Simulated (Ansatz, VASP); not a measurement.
# Pb: VASP beside Ansatz

The input INCAR:

```
SYSTEM = Pb
PREC = Accurate
ENCUT = 520
EDIFF = 1E-6
ISMEAR = -1
SIGMA = 0.6
LREAL = .False.
LASPH = .True.
NELM = 60
ALGO = Normal
ISIF = 2
LWAVE = .False.
LCHARG = .True.
GGA = PE
LELF = .True.
LVHAR = .True.
NBANDS = 13
```

The input KPOINTS:

```
regular mesh
0
Gamma
  11 11 11
  0 0 0
```

File POSCAR:

```
Pb
1.0
    0.0000000000      2.5175937382      2.5175937382
    2.5175937382      0.0000000000      2.5175937382
    2.5175937382      2.5175937382      0.0000000000
Pb
1
Direct
    0.0000000000      0.0000000000      0.0000000000
```

Input for Ansatz:

```yaml
crystal:
  lattice:
    - [0.0, 2.5175937382, 2.5175937382]
    - [2.5175937382, 0.0, 2.5175937382]
    - [2.5175937382, 2.5175937382, 0.0]
  atoms:
    - { symbol: Pb, position: [0.0, 0.0, 0.0] }
hamiltonian:
  xc: pbe
  pseudopotentials:
    kind: paw
    azcp:
      Pb: "pseudopotentials/Pb.paw.azcp"
basis:
  ecutwfc: 420
  fft_grid_basis: typed
kpoints:
  mp_grid: { grid: [11, 11, 11], shift: [0, 0, 0] }
magnetization:
  spin_polarized: false
scf:
  occupations: { method: fermi_dirac, width: 0.6 }
  lower_state_search: "off"
output:
  stress: true
```

Alike in both runs: task single point; functional PBE; k mesh 11 × 11 × 11; occupations fermi-dirac, width 0.6 eV; no spin polarisation.

|  | VASP | Ansatz |
| --- | --- | --- |
| version | VASP 6.6.1 | Ansatz 0.2.0 |
| potentials or method | VASP PAW PBE potentials, release 64 (Pb_d) | plane waves (420 eV) with PAW, scalar-relativistic |
| plane-wave cutoff (eV) | 520 | 420 |
| valence electrons in the cell | 14 | 14 |

|  | VASP | Ansatz | Ansatz less VASP |
| --- | --- | --- | --- |
| pressure (GPa) | 1.4 | 1.5 | +0.06 |

The functional is the same, so the differences come from potentials, cutoffs and numerics.

The runs have no spin-orbit coupling, so splittings on Pb are missing.
